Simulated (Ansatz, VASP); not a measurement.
**One calculation of Rh, two programs**

Contents of POSCAR:

```
Rh
1.0
    0.0000000000      1.9015500000      1.9015500000
    1.9015500000      0.0000000000      1.9015500000
    1.9015500000      1.9015500000      0.0000000000
Rh
1
Direct
    0.0000000000      0.0000000000      0.0000000000
```

INCAR.step1

```
PREC = Accurate
ENCUT = 520
ISMEAR = 0
SIGMA = 0.15
LREAL = F
LASPH = T
NELM = 80
NBANDS = 14
GGA = PE
ALGO = Normal
EDIFF = 1E-4
LWAVE = T
LCHARG = F
```

Contents of INCAR.step2:

```
PREC = Accurate
ENCUT = 520
EDIFF = 1E-6
ISMEAR = 0
SIGMA = 0.15
LREAL = F
LASPH = T
NELM = 80
ALGO = Normal
ISIF = 2
LWAVE = F
LCHARG = F
METAGGA = R2SCAN
LMIXTAU = T
NBANDS = 14
ISTART = 1
```

Contents of KPOINTS:

```
regular mesh
0
Gamma
  22 22 22
```

Input for Ansatz:

```yaml
crystal:
  lattice:
    - [0.0, 1.90155, 1.90155]
    - [1.90155, 0.0, 1.90155]
    - [1.90155, 1.90155, 0.0]
  atoms:
    - { symbol: Rh, position: [0.0, 0.0, 0.0] }
basis:
  ecutwfc: 500
kpoints:
  mp_grid: { grid: [22, 22, 22] }
hamiltonian:
  xc: r2scan
scf:
  occupations: { method: gaussian, width: 0.15 }
output:
  forces: true
  stress: true
  eigenvalues: true
```

Alike in both runs: task single point; functional r2SCAN; k mesh 22 × 22 × 22; occupations gaussian, width 0.15 eV; no spin polarisation.

|  | VASP | Ansatz |
| --- | --- | --- |
| version | VASP 6.6.1 | Ansatz 0.2.0 |
| potentials or method | VASP PAW PBE potentials, release 64 (Rh_pv) | scalar-relativistic, plane waves, PAW |
| plane-wave cutoff (eV) | 520 | 500 |
| valence electrons in the cell | 15 | 17 |

VASP gave:

| Quantity | Value |
| --- | --- |
| gap on the k mesh at the Fermi level (eV) | none |
| pressure (GPa) | 0.6 |

Problem. Estimate Ansatz's values.

Solution. gap on the k mesh at the Fermi level (eV): none; pressure (GPa): -0.6.

A gap of «none» marks a metal or a gap that the smearing closes. The two sets of potentials don't hold the same shells in valence.

Caveats: the PAW data sets were made with another functional, which shifts forces and pressure a little (VASP).
